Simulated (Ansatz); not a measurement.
# BaO (Fm-3m): a volume series of phonon spectra

Aim: how the vibrations of BaO shift with volume, and the expansion that follows.

Main program and level: Ansatz 0.2.0; DFT LDA, scalar-relativistic, plane waves, PAW; PAW set soft_1.

This is a report of a sequence of runs, with most program output left out.

The database entry behind the starting cell differs from later determinations by our own check (about 0.7 % short), so it need not match the best structure at ambient conditions.

### 1. The structure

It takes space group Fm-3m (No. 225, cubic). The conventional cell has a = 5.500 Å, b = 5.500 Å, c = 5.500 Å, α = 90.00°, β = 90.00°, γ = 90.00°. Ba has 6 O at 2.75 Å nearest. O has 6 Ba at 2.75 Å nearest. Farther neighbours and most contacts between anions are not listed.

As a file:

```cif
data_structure
_symmetry_space_group_name_H-M 'Fm-3m'
_symmetry_Int_Tables_number 225
_cell_length_a 5.5000
_cell_length_b 5.5000
_cell_length_c 5.5000
_cell_angle_alpha 90.000
_cell_angle_beta 90.000
_cell_angle_gamma 90.000
_cell_volume 166.38
loop_
_atom_site_label
_atom_site_type_symbol
_atom_site_symmetry_multiplicity
_atom_site_Wyckoff_symbol
_atom_site_fract_x
_atom_site_fract_y
_atom_site_fract_z
_atom_site_occupancy
Ba1 Ba 4 a 0.00000 0.00000 0.00000 1
O1 O 4 b 0.50000 0.00000 0.00000 1
```

### 2. A first coarse run

Before spending time, one coarse run tells the gap and the pressure of the starting cell.

File input.yaml:

```yaml
crystal:
  lattice:
    - [0.0, 2.75, 2.75]
    - [2.75, 0.0, 2.75]
    - [2.75, 2.75, 0.0]
  atoms:
    - { symbol: Ba, position: [0.0, 0.0, 0.0] }
    - { symbol: O, position: [0.5, 0.5, 0.5] }
kpoints:
  mp_grid: { grid: [6, 6, 6] }
hamiltonian:
  xc: lda
  pseudopotentials: { kind: paw, azcp: { folder: soft_1 }, xc_functional: pbe }
scf:
  occupations: { method: gaussian, width: 0.1 }
  lower_state_search: "off"
output:
  forces: true
  stress: true
  eigenvalues: true
```

Command:

```sh
$ ansatz run input.yaml --threads 8 --pin off --max-ram 16384MiB --backend cpu --events-out ev --progress --plain --runs-dir out
```

The job ended after 0.87 s (8 threads of Arm Neoverse V1, shared host; peak memory 0.29 GiB).

This step gave:

* pressure: -2.850 GPa
* gap on the k-mesh: 1.828 eV
* volume per atom: 20.80 Å³/atom

The start is under -2.8 GPa at this level and looks like an insulator or semiconductor on this mesh.

### 3. Relaxation

Phonons are second derivatives about a minimum, so cell and atoms are relaxed first, inside the symmetry of the start.

input.yaml, the sections that differ from step 2:

```yaml
kpoints:
  mp_grid: { grid: [8, 8, 8] }
scf:
  occupations: { method: gaussian, width: 0.02 }
  lower_state_search: "off"
relax:
  adjacent_minimum: "off"
  f_tol: 0.005
  max_steps: 80
  cell: { stress_tol: 0.05 }
# crystal, hamiltonian, output: as in step 2
```

It took 2 s on 8 threads; peak memory 0.33 GiB.

Step by step:

| step | energy less that of the first step (eV) | largest force component (eV/Å) | pressure (GPa) | volume (Å³) |
| --- | --- | --- | --- | --- |
| 1 | 0.0000 | 0.0000 | -2.85 | 41.59 |
| 2 | 0.0423 | 0.0000 | 7.67 | 37.28 |
| 3 | -0.0155 | 0.0000 | -0.37 | 40.33 |
| 4 | -0.0161 | 0.0000 | 0.02 | 40.15 |
| 5* | -0.0135 | 0.0000 | -0.07 | 40.15 |
| 6 | -0.0136 | 0.0000 | 0.00 | 40.12 |
| 7* | -0.0135 | 0.0000 | 0.00 | 40.12 |

Relaxation steps marked * repeat the geometry before them on a plane-wave basis chosen anew for their cell, so energy and pressure can jump there. Relaxation step 2 was tried and not accepted.

The run keeps the 48 symmetry operations that it works with, so distortions that break them were not tested.

| conventional cell, symmetrised | before | after | change |
| --- | --- | --- | --- |
| a (Å) | 5.500 | 5.434 | -1.2 % |
| b (Å) | 5.500 | 5.434 | -1.2 % |
| c (Å) | 5.500 | 5.434 | -1.2 % |
| volume (Å³/atom) | 20.80 | 20.06 | -3.5 % |

Final coordinates:

```xyz
2
Lattice="0.0000 2.7171 2.7171 2.7171 0.0000 2.7171 2.7171 2.7171 0.0000" Properties=species:S:1:pos:R:3 pbc="T T T"
Ba    0.0000    0.0000    0.0000
O     2.7171    2.7171    2.7171
```

Numbers from this step:

| Property | Result |
| --- | --- |
| pressure | -0.003534 GPa |
| gap on the k-mesh | 1.687 eV |
| volume per atom | 20.06 Å³/atom |

The relaxation ends with a pressure of 0.00 GPa.

### 4. Relaxing to small residual forces and stress

The relaxation is repeated with tighter thresholds on force and stress, since phonons are sensitive to what is left; a change of mesh or smearing in the input moves the cell too.

input.yaml, the sections that differ from step 3:

```yaml
crystal:
  lattice:
    - [0.0, 2.7170914796, 2.7170914796]
    - [2.7170914796, 0.0, 2.7170914796]
    - [2.7170914796, 2.7170914796, 0.0]
  atoms:
    - { symbol: Ba, position: [0.0, 0.0, 0.0] }
    - { symbol: O, position: [0.5, 0.5, 0.5] }
scf:
  occupations: { method: fixed }
  lower_state_search: "off"
relax:
  adjacent_minimum: "off"
  f_tol: 0.001
  max_steps: 60
  cell: { stress_tol: 0.01 }
# kpoints, hamiltonian, output: as in step 3
```

The job ended after 0.7 s (8 threads; peak memory 0.32 GiB).

Little changed from the start: no atom moved by 0.005 Å and no cell edge by 0.1 %.

Numbers from this step:

* pressure: -0.003527 GPa

The residual pressure is -0.0035 GPa, small enough for phonons.

### 5. Lattice dynamics at this volume, V/V0 1

The same q-mesh and k-mesh are kept at every volume, so that much of their error can cancel in the differences.

input.yaml, the sections that differ from step 4:

```yaml
output:
  eigenvalues: true
phonons:
  method: dfpt
  dielectric: true
  rigid_motions: translations
  qmesh: [4, 4, 4]
  temperatures: { t_max: 1000, t_step: 50 }
  qpath:
    path:
      - [[0.0, 0.0, 0.0], [0.5, 0.0, 0.5], [0.625, 0.25, 0.625]]
      - [[0.375, 0.375, 0.75], [0.0, 0.0, 0.0], [0.5, 0.5, 0.5], [0.5, 0.25, 0.75], [0.5, 0.0, 0.5]]
    npoints: 10
# crystal, kpoints, hamiltonian, scf: as in step 4
# relax: removed
```

Wall time 33 s (8 threads); peak memory 0.92 GiB.

Numbers from this step:

- Γ frequencies: 0, 0, 0, 83.23, 83.23, 83.23 cm⁻¹ (negative: imaginary)
- lowest frequency on the path: 0 cm⁻¹
- zero-point energy: 0.05856 eV/cell
- point group: m-3m
- highest frequency: 404.3 cm⁻¹
- Debye temperature from the second moment: 336 K

LO-TO term included. Phonon branches along the path, in cm⁻¹:

| point | branch 1 | branch 2 | branch 3 | branch 4 | branch 5 | branch 6 |
| --- | --- | --- | --- | --- | --- | --- |
| Γ | 0 | 0 | 0 | 83 | 83 | 404 |
| halfway | 58 | 58 | 114 | 127 | 127 | 337 |
| X | 72 | 72 | 116 | 116 | 130 | 155 |
| halfway | 78 | 92 | 130 | 130 | 158 | 171 |
| U | 78 | 116 | 124 | 165 | 166 | 258 |
| jump to K | 78 | 116 | 124 | 165 | 166 | 258 |
| halfway | 51 | 71 | 120 | 156 | 188 | 377 |
| Γ | 0 | 0 | 0 | 83 | 83 | 404 |
| halfway | 47 | 47 | 111 | 169 | 169 | 398 |
| L | 61 | 61 | 162 | 221 | 221 | 389 |
| halfway | 73 | 92 | 146 | 190 | 199 | 335 |
| W | 98 | 115 | 115 | 154 | 154 | 263 |
| halfway | 90 | 92 | 129 | 136 | 159 | 204 |
| X | 72 | 72 | 116 | 116 | 130 | 155 |

Tetrahedra on 20 20 20, mean over bins of 5 cm⁻¹. Phonon density of states against wavenumber; read off at these points:

| wavenumber (cm⁻¹) | phonon density of states (1/cm⁻¹/cell) |
| --- | --- |
| 2 | 1.0e-5 |
| 18 | 6.4e-4 |
| 32 | 0.00364 |
| 42 | 0.00861 |
| 58 | 0.0262 |
| 72 | 0.0478 |
| 78 | 0.0510 |
| 88 | 0.0289 |
| 98 | 0.0208 |
| 112 | 0.0160 |
| 128 | 0.0427 |
| 132 | 0.0607 |
| 142 | 0.0327 |
| 152 | 0.0304 |
| 162 | 0.0371 |
| 168 | 0.0337 |
| 182 | 0.0232 |
| 198 | 0.0221 |
| 208 | 0.0201 |
| 222 | 0.00156 |
| 238 | 0.00191 |
| 252 | 0.00264 |
| 262 | 0.00356 |
| 278 | 0.00436 |
| 292 | 0.00483 |
| 308 | 0.00525 |
| 318 | 0.00559 |
| 332 | 0.00624 |
| 348 | 0.00689 |
| 362 | 0.00759 |
| 372 | 0.00818 |
| 382 | 0.00882 |
| 388 | 0.00874 |
| 402 | 0.00235 |

Harmonic. Thermo, by row:

| T (K) | F_vib (meV/atom) | S (J/mol-atom/K) | C_V (J/mol-atom/K) |
| --- | --- | --- | --- |
| 0 | 29.28 | 0 | 0 |
| 50 | 28.53 | 4.716 | 8.881 |
| 100 | 23.74 | 13.65 | 16.74 |
| 150 | 14.64 | 21.19 | 20.25 |
| 200 | 2.03 | 27.28 | 21.99 |
| 250 | -13.45 | 32.3 | 22.94 |
| 300 | -31.32 | 36.54 | 23.5 |
| 350 | -51.22 | 40.19 | 23.86 |
| 400 | -72.89 | 43.39 | 24.1 |
| 450 | -96.13 | 46.24 | 24.27 |
| 500 | -120.8 | 48.8 | 24.39 |
| 550 | -146.7 | 51.13 | 24.49 |
| 600 | -173.7 | 53.27 | 24.56 |
| 650 | -201.8 | 55.24 | 24.61 |
| 700 | -230.9 | 57.06 | 24.66 |
| 750 | -261 | 58.76 | 24.7 |
| 800 | -291.8 | 60.36 | 24.72 |
| 850 | -323.5 | 61.86 | 24.75 |
| 900 | -355.9 | 63.27 | 24.77 |
| 950 | -389.1 | 64.61 | 24.79 |
| 1000 | -422.9 | 65.89 | 24.8 |

The modes has structure finer than the step of the table below, so its rows give means over 10 cm⁻¹, whole bins alone (the curve runs from -10 to 426 cm⁻¹). Peaks (cm⁻¹: height): Ba 75.0: 0.0474, 132.6: 0.0425; O 165.5: 0.0351, 365.6: 0.0088.

Phonopy on the run's constants, 19x19x19 mesh, Gaussian sigma 3.1 cm⁻¹. The modes by wavenumber; means over each step; values in 1/cm⁻¹/cell:

| wavenumber (cm⁻¹) | Ba | O |
| --- | --- | --- |
| 0 | 3.5e-5 | 2.7e-6 |
| 10 | 1.9e-4 | 1.5e-5 |
| 20 | 9.5e-4 | 5.9e-5 |
| 30 | 0.00303 | 1.0e-4 |
| 40 | 0.00727 | 1.4e-4 |
| 50 | 0.0158 | 2.0e-4 |
| 60 | 0.0329 | 3.0e-4 |
| 70 | 0.0450 | 7.9e-4 |
| 80 | 0.0407 | 0.00113 |
| 90 | 0.0262 | 8.7e-4 |
| 100 | 0.0194 | 0.00123 |
| 110 | 0.0149 | 0.00163 |
| 120 | 0.0144 | 0.00514 |
| 130 | 0.0356 | 0.0116 |
| 140 | 0.0241 | 0.0140 |
| 150 | 0.0116 | 0.0202 |
| 160 | 0.00438 | 0.0302 |
| 170 | 4.8e-4 | 0.0298 |
| 180 | 1.3e-4 | 0.0229 |
| 190 | 1.1e-4 | 0.0221 |
| 200 | 6.7e-5 | 0.0220 |
| 210 | 4.6e-5 | 0.0176 |
| 220 | 3.4e-5 | 0.00639 |
| 230 | 5.7e-5 | 0.00225 |
| 240 | 3.6e-5 | 0.00184 |
| 250 | 4.8e-5 | 0.00220 |
| 260 | 5.4e-5 | 0.00339 |
| 270 | 5.6e-5 | 0.00438 |
| 280 | 5.3e-5 | 0.00377 |
| 290 | 7.1e-5 | 0.00494 |
| 300 | 6.5e-5 | 0.00449 |
| 310 | 9.7e-5 | 0.00579 |
| 320 | 8.7e-5 | 0.00486 |
| 330 | 1.2e-4 | 0.00658 |
| 340 | 1.3e-4 | 0.00588 |
| 350 | 1.7e-4 | 0.00712 |
| 360 | 2.0e-4 | 0.00693 |
| 370 | 2.6e-4 | 0.00771 |
| 380 | 3.3e-4 | 0.00826 |
| 390 | 4.1e-4 | 0.00724 |
| 400 | 3.2e-4 | 0.00360 |
| 410 | 3.2e-5 | 3.0e-4 |
| 420 | 0 | 0 |

Born charge (rows field, columns displacement) (e), principal values of the symmetric part by kind of site:

| atom | atoms with these values | low | middle | high | mean |
| --- | --- | --- | --- | --- | --- |
| Ba1 | 1 | 2.80 | 2.80 | 2.80 | 2.80 |
| O2 | 1 | -2.80 | -2.80 | -2.80 | -2.80 |

In full for Ba1:

```
2.80 0.00 0.00
0.00 2.80 0.00
0.00 0.00 2.80
```

ε∞:

```
4.28 0.00 0.00
0.00 4.28 0.00
0.00 0.00 4.28
```

No LO-TO term. Modes at Γ, with each element's share of the kinetic energy:

| mode | frequency (cm⁻¹) | symmetry | Ba % | O % |
| --- | --- | --- | --- | --- |
| 1 | 0.0 | T1u | 90 | 10 |
| 2 | 0.0 | T1u | 90 | 10 |
| 3 | 0.0 | T1u | 90 | 10 |
| 4 | 83.2 | T1u | 10 | 90 |
| 5 | 83.2 | T1u | 10 | 90 |
| 6 | 83.2 | T1u | 10 | 90 |

Displacements in mode 5 (83.2 cm⁻¹), the largest set to 1:
```
Ba1 -0.10  0.11 -0.12
O2   0.89 -0.97  1.00
```

No mode is imaginary beyond numerical noise at the solved wavevectors.

### 6. Single point at a scaled cell, V/V0 1.015

Symmetry fixes every atom, so a single point at the scaled cell gives the energy and pressure of this member.

The cell differs from the one that the last finished run ended in (a 3.843 → 3.862 Å, b 3.843 → 3.862 Å, c 3.843 → 3.862 Å).

input.yaml, the sections that differ from step 5:

```yaml
crystal:
  lattice:
    - [0.0, 2.7306095702, 2.7306095702]
    - [2.7306095702, 0.0, 2.7306095702]
    - [2.7306095702, 2.7306095702, 0.0]
  atoms:
    - { symbol: Ba, position: [0.0, 0.0, 0.0] }
    - { symbol: O, position: [0.5, 0.5, 0.5] }
output:
  forces: true
  stress: true
  eigenvalues: true
# kpoints, hamiltonian, scf: as in step 5
# phonons: removed
```

The job ended after 0.97 s (8 threads; peak memory 0.31 GiB).

This step gave:

* pressure: -1.234 GPa
* gap on the k-mesh: 1.747 eV
* volume per atom: 20.36 Å³/atom

At this level the gap is 1.75 eV on the k-mesh of the self-consistent run, which can miss the band edges.

### 7. Lattice dynamics at this volume, V/V0 1.015

input.yaml, the sections that differ from step 6:

```yaml
output:
  eigenvalues: true
phonons:
  method: dfpt
  dielectric: true
  rigid_motions: translations
  qmesh: [4, 4, 4]
  temperatures: { t_max: 1000, t_step: 50 }
  qpath:
    path:
      - [[0.0, 0.0, 0.0], [0.5, 0.0, 0.5], [0.625, 0.25, 0.625]]
      - [[0.375, 0.375, 0.75], [0.0, 0.0, 0.0], [0.5, 0.5, 0.5], [0.5, 0.25, 0.75], [0.5, 0.0, 0.5]]
    npoints: 10
# crystal, kpoints, hamiltonian, scf: as in step 6
```

Wall time 34 s (8 threads); peak memory 0.92 GiB.

No mode is imaginary beyond numerical noise at the solved wavevectors. The highest zone-centre mode (no LO–TO term) moved by -12.1 % for a volume change of +1.5 %.

### 8. A cell at another volume, V/V0 0.985

The cell differs from the one that the last finished run ended in (a 3.862 → 3.823 Å, b 3.862 → 3.823 Å, c 3.862 → 3.823 Å).

input.yaml, the sections that differ from step 7:

```yaml
crystal:
  lattice:
    - [0.0, 2.7034375231, 2.7034375231]
    - [2.7034375231, 0.0, 2.7034375231]
    - [2.7034375231, 2.7034375231, 0.0]
  atoms:
    - { symbol: Ba, position: [0.0, 0.0, 0.0] }
    - { symbol: O, position: [0.5, 0.5, 0.5] }
output:
  forces: true
  stress: true
  eigenvalues: true
# kpoints, hamiltonian, scf: as in step 7
# phonons: removed
```

Elapsed: 0.41 s, on 8 threads; peak memory 0.31 GiB.

The run ends at a pressure of 1.33 GPa.

### 9. Phonons, V/V0 0.985

Phonons at this volume give one point of F(V, T); meshes stay fixed along the series.

input.yaml, the sections that differ from step 8:

```yaml
output:
  eigenvalues: true
phonons:
  method: dfpt
  dielectric: true
  rigid_motions: translations
  qmesh: [4, 4, 4]
  temperatures: { t_max: 1000, t_step: 50 }
  qpath:
    path:
      - [[0.0, 0.0, 0.0], [0.5, 0.0, 0.5], [0.625, 0.25, 0.625]]
      - [[0.375, 0.375, 0.75], [0.0, 0.0, 0.0], [0.5, 0.5, 0.5], [0.5, 0.25, 0.75], [0.5, 0.0, 0.5]]
    npoints: 10
# crystal, kpoints, hamiltonian, scf: as in step 8
```

It took 34 s on 8 threads; peak memory 0.91 GiB.

LO-TO term included. Phonon branches along the path, in cm⁻¹:

| point | branch 1 | branch 2 | branch 3 | branch 4 | branch 5 | branch 6 |
| --- | --- | --- | --- | --- | --- | --- |
| Γ | 0 | 0 | 0 | 92 | 92 | 411 |
| halfway | 57 | 57 | 119 | 136 | 136 | 341 |
| X | 66 | 66 | 125 | 125 | 140 | 146 |
| halfway | 75 | 92 | 138 | 138 | 153 | 177 |
| U | 78 | 118 | 128 | 165 | 173 | 264 |
| jump to K | 78 | 118 | 128 | 165 | 173 | 264 |
| halfway | 53 | 71 | 123 | 163 | 195 | 383 |
| Γ | 0 | 0 | 0 | 92 | 92 | 411 |
| halfway | 49 | 49 | 113 | 177 | 177 | 404 |
| L | 64 | 64 | 164 | 228 | 228 | 396 |
| halfway | 75 | 94 | 148 | 196 | 205 | 340 |
| W | 100 | 116 | 116 | 157 | 157 | 269 |
| halfway | 88 | 91 | 134 | 143 | 156 | 210 |
| X | 66 | 66 | 125 | 125 | 140 | 146 |

No mode is imaginary beyond numerical noise at the solved wavevectors. The highest zone-centre mode (no LO–TO term) moved by +11.1 % for a volume change of -1.5 %.

### 10. A cell at another volume, V/V0 1.03

input.yaml, the sections that differ from step 9:

```yaml
crystal:
  lattice:
    - [0.0, 2.7439951251, 2.7439951251]
    - [2.7439951251, 0.0, 2.7439951251]
    - [2.7439951251, 2.7439951251, 0.0]
  atoms:
    - { symbol: Ba, position: [0.0, 0.0, 0.0] }
    - { symbol: O, position: [0.5, 0.5, 0.5] }
output:
  forces: true
  stress: true
  eigenvalues: true
# kpoints, hamiltonian, scf: as in step 9
# phonons: removed
```

Elapsed: 0.42 s, on 8 threads; peak memory 0.31 GiB; 1.7 s of CPU time.

The run ends at a pressure of -2.37 GPa.

### 11. Phonons, V/V0 1.03

input.yaml, the sections that differ from step 10:

```yaml
output:
  eigenvalues: true
phonons:
  method: dfpt
  dielectric: true
  rigid_motions: translations
  qmesh: [4, 4, 4]
  temperatures: { t_max: 1000, t_step: 50 }
  qpath:
    path:
      - [[0.0, 0.0, 0.0], [0.5, 0.0, 0.5], [0.625, 0.25, 0.625]]
      - [[0.375, 0.375, 0.75], [0.0, 0.0, 0.0], [0.5, 0.5, 0.5], [0.5, 0.25, 0.75], [0.5, 0.0, 0.5]]
    npoints: 10
# crystal, kpoints, hamiltonian, scf: as in step 10
```

Elapsed: 33 s, on 8 threads; peak memory 0.92 GiB.

LO-TO term included. The phonon branches at the labelled points (cm⁻¹):

| point | branch 1 | branch 2 | branch 3 | branch 4 | branch 5 | branch 6 |
| --- | --- | --- | --- | --- | --- | --- |
| Γ | 0 | 0 | 0 | 62 | 62 | 391 |
| halfway | 59 | 59 | 106 | 111 | 111 | 329 |
| X | 80 | 80 | 98 | 98 | 112 | 168 |
| halfway | 80 | 92 | 113 | 116 | 160 | 169 |
| U | 75 | 111 | 112 | 154 | 168 | 248 |
| jump to K | 75 | 111 | 112 | 154 | 168 | 248 |
| halfway | 46 | 69 | 115 | 142 | 174 | 365 |
| Γ | 0 | 0 | 0 | 62 | 62 | 391 |
| halfway | 42 | 42 | 108 | 155 | 155 | 385 |
| L | 56 | 56 | 158 | 206 | 206 | 376 |
| halfway | 68 | 86 | 140 | 181 | 187 | 323 |
| W | 94 | 106 | 106 | 152 | 152 | 251 |
| halfway | 88 | 92 | 112 | 125 | 168 | 193 |
| X | 80 | 80 | 98 | 98 | 112 | 168 |

No mode is imaginary beyond numerical noise at the solved wavevectors. The highest zone-centre mode (no LO–TO term) moved by -25.9 % for a volume change of +3.0 %.

### 12. A cell at another volume, V/V0 0.97

The cell differs from the one that the last finished run ended in (a 3.881 → 3.804 Å, b 3.881 → 3.804 Å, c 3.881 → 3.804 Å).

input.yaml, the sections that differ from step 11:

```yaml
crystal:
  lattice:
    - [0.0, 2.6896442346, 2.6896442346]
    - [2.6896442346, 0.0, 2.6896442346]
    - [2.6896442346, 2.6896442346, 0.0]
  atoms:
    - { symbol: Ba, position: [0.0, 0.0, 0.0] }
    - { symbol: O, position: [0.5, 0.5, 0.5] }
output:
  forces: true
  stress: true
  eigenvalues: true
  write_density: true
  write_potential: true
  elf: true
  volumetric_format: npy
# kpoints, hamiltonian, scf: as in step 11
# phonons: removed
```

Run time: 0.46 s. Hardware: 8 threads; peak memory 0.31 GiB.

The run ends at a pressure of 2.79 GPa.

### 13. Lattice dynamics at this volume, V/V0 0.97

input.yaml, the sections that differ from step 12:

```yaml
output:
  eigenvalues: true
phonons:
  method: dfpt
  dielectric: true
  rigid_motions: translations
  qmesh: [4, 4, 4]
  temperatures: { t_max: 1000, t_step: 50 }
  qpath:
    path:
      - [[0.0, 0.0, 0.0], [0.5, 0.0, 0.5], [0.625, 0.25, 0.625]]
      - [[0.375, 0.375, 0.75], [0.0, 0.0, 0.0], [0.5, 0.5, 0.5], [0.5, 0.25, 0.75], [0.5, 0.0, 0.5]]
    npoints: 10
# crystal, kpoints, hamiltonian, scf: as in step 12
```

Run time: 32 s. Hardware: 8 threads; peak memory 0.9 GiB; 3.9 min of CPU time.

No mode is imaginary beyond numerical noise at the solved wavevectors. The highest zone-centre mode (no LO–TO term) moved by +21.3 % for a volume change of -3.0 %.

### 14. A cell at another volume, V/V0 1.05

The cell differs from the one that the last finished run ended in (a 3.804 → 3.906 Å, b 3.804 → 3.906 Å, c 3.804 → 3.906 Å).

input.yaml, the sections that differ from step 13:

```yaml
crystal:
  lattice:
    - [0.0, 2.761641881, 2.761641881]
    - [2.761641881, 0.0, 2.761641881]
    - [2.761641881, 2.761641881, 0.0]
  atoms:
    - { symbol: Ba, position: [0.0, 0.0, 0.0] }
    - { symbol: O, position: [0.5, 0.5, 0.5] }
output:
  forces: true
  stress: true
  eigenvalues: true
# kpoints, hamiltonian, scf: as in step 13
# phonons: removed
```

Elapsed: 0.43 s, on 8 threads; peak memory 0.31 GiB.

The run ends at a pressure of -3.74 GPa.

(Continued in part 2 of 2.)

[Logs are printed without paths, hosts, clocks, repeated set-up lines and the standing remarks that a program may print on its own settings, such as how far it seeks lower states.]

[Hosts, paths, dates, database ids (printed as entryN), source tags and the programs' standing remarks are cut or masked in the printed files.]

[A step with changed settings may run another functional than the one named; its input shows which.]

[Of the runs on displaced cells, only some may be shown.]
